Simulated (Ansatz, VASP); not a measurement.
**One calculation of Si, two programs**

```
CELL_PARAMETERS angstrom
0.00000 2.71658 2.71658
2.71658 0.00000 2.71658
2.71658 2.71658 0.00000
ATOMIC_POSITIONS crystal
Si 0.87500 0.87500 0.87500
Si 0.12500 0.12500 0.12500
```

Alike in both runs: functional PBEsol; k mesh 11 × 11 × 11; occupations fermi-dirac, width 0.02 eV; no spin polarisation.

Ansatz relaxed the structure, and its values are those at the end. VASP's run is a single point on that final structure, the one shown.

```csv
,VASP,Ansatz
version,VASP 6.6.1,Ansatz 0.2.0
potentials or method,"VASP PAW PBE potentials, release 64 (Si)","PAW with Ansatz's default frozen-core files, scalar-relativistic"
plane-wave cutoff (eV),520,420
valence electrons in the cell,8,8
```

|  | VASP | Ansatz | Ansatz less VASP |
| --- | --- | --- | --- |
| pressure (GPa) | 0.1 | 0.0 | -0.11 |

With one functional, cell and mesh, what is left measures potentials, basis and numerics.

Caveats: the PAW data sets were made with another functional, which shifts forces and pressure a little (VASP).
